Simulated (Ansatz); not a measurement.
CuI (zincblende), relaxed with r2SCAN in the PAW code Ansatz: it is cubic, F-43m (No. 216); conventional cell a = 6.024 Å, 27.33 Å³ an atom. Cu is surrounded by 4 I at 2.61 Å; I is surrounded by 4 Cu at 2.61 Å. It was then strained (isotropic on every length). Unstrained, HSE06 gives 2.670 eV (Γ, 6×6×6 mesh), and the band edges keep their places in every row. Stress is positive in compression. Calculated for a static, non-magnetic cell.

```csv
strain (%),ln(V/V₀),"ΔE_g, HSE06 (eV)","Δpressure, r2SCAN (GPa)"
-2.0,-0.0606,+0.136,+3.10
+2.0,+0.0594,-0.115,-2.22
+2.34,+0.0694,-0.133,-2.53
+3.31,+0.0977,-0.181,-3.31
```

**Question.** Fit ΔE_g = a x + b x² to these rows by least squares, with x = ln(V/V₀).

**Answer.** The normal equations take Σx² = 2.156e-02, Σx³ = 1.254e-03, Σx⁴ = 1.402e-04, ΣxΔE = -4.199e-02 and Σx²ΔE = -2.275e-03, and give a = -2.09 eV, b = +2.5 eV; the largest residual is 0.000 eV. a is the volume deformation potential of this gap.

**Question.** Fit the change of pressure in the same way.

**Answer.** Δpressure = -44.3 x + (110) x² GPa. So B₀ = 44.3 GPa and B′ ≈ 2 × 110/44.3 = 5.0; two terms over so wide a range bias B₀ by a few per cent and B′ by more; the gap's pressure coefficient at zero is −a/B₀ = +47 meV/GPa, with HSE06's a and r2SCAN's B₀.

**Question.** Predict the withheld row at +1.0 % (x = +0.0299).

**Answer.** ΔE_g ≈ -2.09 × (+0.0299) + (2.5) × (+0.0299)² = -0.060 eV, and Δpressure ≈ -1.23 GPa. The runs give -0.060 eV and -1.21 GPa, off by 0.000 eV and +0.02 GPa.

No spin-orbit coupling is included; it can move band edges with weight on the heavy atoms by tenths of an eV.

The meshes of the hybrids are coarse, so their gaps aren't converged to the digits shown.
